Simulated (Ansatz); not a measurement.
## Is this ZrC structure stable?

It comes from a database structure that was distorted and then relaxed.

Computed with DFT PBE, scalar-relativistic, plane waves, PAW (Ansatz 0.2.0). The final run on the 2-atom cell used 420 eV, a Γ-centred 20×20×20 mesh, 0.10 eV smearing and no spin polarisation.

Space group Fm-3m (No. 225). a = 4.709 Å, b = 4.709 Å, c = 4.709 Å, α = 90.00°, β = 90.00°, γ = 90.00°
```tsv
atom	site	symmetry	x	y	z
Zr	4b	m-3m	0.5000	0.0000	0.0000
C	4a	m-3m	0.0000	0.0000	0.0000
```

Energies over the elements count from the elements' standard structures at the same level, with no fitted energy shifts.

Question: These tests were run: energy against the elements; random kick, then relaxation without symmetry; phonons at Γ; elastic tensor. What do they show?

Answer:

| test | result |
| --- | --- |
| energy against the elements | −0.86 eV/atom |
| random kick, then relaxation without symmetry | returns |
| phonons at Γ | lowest optical mode 420 cm⁻¹ |
| elastic tensor | least eigenvalue 153 GPa |

It fails none of these tests. Competing phases weren't compared here. Phonons away from Γ weren't computed.

The reference form of C is held partly by dispersion forces, which this level lacks. The kick test ran on a coarse mesh. The run for the phonons used a 20×20×20 k mesh and Fermi–Dirac smearing of 0.15 eV. The run for the elastic tensor used a 20×20×20 k mesh and Fermi–Dirac smearing of 0.15 eV.
